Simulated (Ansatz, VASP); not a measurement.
AlNi: VASP beside Ansatz

```xyz
2
Lattice="0.0000 2.3281 2.3281 2.3281 0.0000 2.3281 2.3281 2.3281 0.0000" Properties=species:S:1:pos:R:3 pbc="T T T"
Ni    0.0000    0.0000    0.0000
Al    2.3281    2.3281    2.3281
```

Change from the starting cell: volume scaled by 0.88, PAW files, partial_waves polarizable.

Alike in both runs: task single point; functional PBE; k mesh 15 × 15 × 15; occupations fermi-dirac, width 0.1 eV; no spin polarisation.

|  | VASP | Ansatz |
| --- | --- | --- |
| version | VASP 6.6.1 | Ansatz 0.2.0 |
| potentials or method | VASP PAW PBE potentials, release 64 (Ni, Al) | PAW with Ansatz's default frozen-core files, scalar-relativistic |
| plane-wave cutoff (eV) | 520 | 420 |
| valence electrons in the cell | 13 | 21 |

Ansatz gave:

* pressure (GPa): 18.5

Q: Estimate VASP's values.

A: Pressure (GPa): 18.3.

The two sets of potentials don't hold the same shells in valence.

Caveats: so large a pressure means that the cell lies far from this level's equilibrium, or that cutoff or potentials fall short (VASP). Spin polarisation is off, so any magnetic state and its effect on volume and gap are missing.
